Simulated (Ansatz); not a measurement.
Born–Oppenheimer molecular dynamics of a periodic cell of 12 atoms, ZrO2 (start crystal ZrO2, start structure P4_2/nmc, volume 1.05 times the crystal's). It starts from an unrelaxed structure (largest force component 0.33 eV/Å).

These are results of Ansatz 0.2.0, DFT PBE-D3(BJ), scalar-relativistic, plane waves, PAW, not measurements. Settings: PAW set soft_1, cutoff 420 eV, k mesh 2x2x2, fermi-dirac smearing 0.36 eV, no spin polarisation.

```
ensemble        : NVT, Langevin thermostat
time step       : 0.75 fs
steps asked     : 200
set temperature : 4200 K
friction        : 0.02 /fs
seed            : 994107
```

First frame:

```xyz
12
Lattice="-3.6551 -3.6551 0.0000 3.6551 -3.6551 0.0000 0.0000 0.0000 5.2619" Properties=species:S:1:pos:R:3
Zr 0.000 -3.655 0.000
Zr 1.827 -1.827 2.631
O 0.000 -1.827 1.068
O 0.000 -1.827 3.699
O 1.827 -3.655 1.563
O 1.827 -3.655 4.194
Zr 0.000 0.000 0.000
Zr -1.827 -1.827 2.631
O 0.000 -5.483 1.068
O 0.000 -5.483 3.699
O -1.827 -3.655 1.563
O -1.827 -3.655 4.194
```

(1) What does the run give?

(2) What happens to the structure?

(3) How do temperature and energy run in time?

## Answers

(1) All steps were run.

```yaml
steps_done: 200
time_covered: 150 fs
mean_temperature_over_the_second_half: 3793 K
spread_of_the_potential_energy_over_the_second_half: 34.5 meV per atom
mean_potential_energy_of_the_second_half_above_the_start: 425.4 meV per atom
```

A run of 0.15 ps of so small a system gives no equilibrium averages. Limits of this set-up: coarse k mesh.

(2) Mean squared displacements from the first frame to the last, about the centre of mass: Zr 0.12 Å², O 0.41 Å². This is one draw of velocities; another would differ in detail.

(3) 
```json
{"time (fs)": "0", "T (K)": "3850", "potential energy less start (eV)": "0.000"}
{"time (fs)": "7.5", "T (K)": "3436", "potential energy less start (eV)": "1.443"}
{"time (fs)": "15", "T (K)": "2680", "potential energy less start (eV)": "3.217"}
{"time (fs)": "22.5", "T (K)": "4172", "potential energy less start (eV)": "2.707"}
{"time (fs)": "30", "T (K)": "4163", "potential energy less start (eV)": "2.294"}
{"time (fs)": "37.5", "T (K)": "3282", "potential energy less start (eV)": "3.303"}
{"time (fs)": "45", "T (K)": "2282", "potential energy less start (eV)": "4.514"}
{"time (fs)": "52.5", "T (K)": "2306", "potential energy less start (eV)": "4.559"}
{"time (fs)": "60", "T (K)": "3772", "potential energy less start (eV)": "5.290"}
{"time (fs)": "67.5", "T (K)": "3280", "potential energy less start (eV)": "7.238"}
{"time (fs)": "75", "T (K)": "2837", "potential energy less start (eV)": "6.243"}
{"time (fs)": "82.5", "T (K)": "3017", "potential energy less start (eV)": "5.374"}
{"time (fs)": "90", "T (K)": "5057", "potential energy less start (eV)": "4.737"}
{"time (fs)": "97.5", "T (K)": "4691", "potential energy less start (eV)": "4.542"}
{"time (fs)": "105", "T (K)": "4578", "potential energy less start (eV)": "5.046"}
{"time (fs)": "112.5", "T (K)": "3379", "potential energy less start (eV)": "5.684"}
{"time (fs)": "120", "T (K)": "2875", "potential energy less start (eV)": "5.374"}
{"time (fs)": "127.5", "T (K)": "3678", "potential energy less start (eV)": "4.609"}
{"time (fs)": "135", "T (K)": "4085", "potential energy less start (eV)": "5.040"}
{"time (fs)": "142.5", "T (K)": "4295", "potential energy less start (eV)": "4.941"}
{"time (fs)": "150", "T (K)": "4426", "potential energy less start (eV)": "5.188"}
```

The run took 12 min on 1 thread of Arm Neoverse V1, on a shared host, peak memory 0.49 GiB.
